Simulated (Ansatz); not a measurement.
Results of PBEsol+SOC (Ansatz, a first-principles code, plane waves, PAW) for zinc-blende AlSb.

Numerical settings: plane-wave cutoff 520 eV, 10×10×10 k mesh, Fermi–Dirac smearing 0.01 eV, PAW data made under PBE.

Energies at three volumes about the minimum:

| V (Å³/atom) | E − E_lowest (meV/atom) |
|---|---|
| 28.591 | 2.02 |
| 29.175 | 0.00 |
| 29.758 | 1.88 |

**Question.** Fit a parabola by hand: where is the minimum, what lattice constant follows, and what is the bulk modulus?

**Answer.** Slopes: (0.00 − 2.02)/(29.175 − 28.591) = -3.459 and (1.88 − 0.00)/(29.758 − 29.175) = 3.225 meV/Å³. Curvature E″ = 2 × (3.225 − (-3.459))/(29.758 − 28.591) = 11.455 meV/Å⁶. From the middle of the first interval, the slope vanishes at V0 = 28.8830 − (-3.459)/11.455 = 29.185 Å³/atom. B = V0 E″ = 29.185 × 11.455 meV/Å³ × 0.1602 GPa per meV/Å³ = 53.6 GPa. With 8 atoms in the cube, a = (8 × 29.185)^(1/3) = 6.158 Å. The full Birch–Murnaghan fit to all volumes gives V0 = 29.175 Å³/atom and B0 = 53.6 GPa.

Measured, for comparison: bulk modulus 58.2 GPa (temperature not stated, no zero-point or thermal correction; as tabulated in Toher et al. (2017), arXiv:1611.05714); lattice constant a 6.128 Å (low temperature, thermal expansion removed or low-temperature value; zero-point expansion not removed; as tabulated in Zhang et al. (2018), doi:10.1088/1367-2630/aac7f0). Computed (rounded) less measured: bulk modulus -8 %.
